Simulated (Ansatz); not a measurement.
RuO$_{2}$ (rutile, P4_2/mnm) at seven volumes, plane-wave PAW PBEsol (Ansatz code), shape and atoms relaxed at each. One row is withheld.

```
V (Å³/atom)  P (GPa)
-----------  -------
9.359          32.56
9.668          19.86
9.976           9.10
10.285         -0.01
10.594         -7.70
10.902        -14.14
11.211             ?
```

Question: Fit the shown pressures and predict the withheld one.

Answer: Third-order Birch–Murnaghan: P = (3/2)B₀(x^(7/2) − x^(5/2))[1 + (3/4)(B′ − 4)(x − 1)] with x = (V₀/V)^(2/3). Least squares on the six rows gives V₀ = 10.285 Å³/atom, B₀ = 277.8 GPa, B′ = 4.59. At V = 11.211, x = 0.9441 and P = -19.66 GPa. The run itself gave -19.52 GPa.

The PBEsol relaxation kept the symmetry of its start. The run is not spin-polarised.

Potentials: the earlier of the program's two PAW sets. The files were generated under PBE; for other functionals the program regenerates the frozen cores, and for LDA and PBEsol the local potential too.
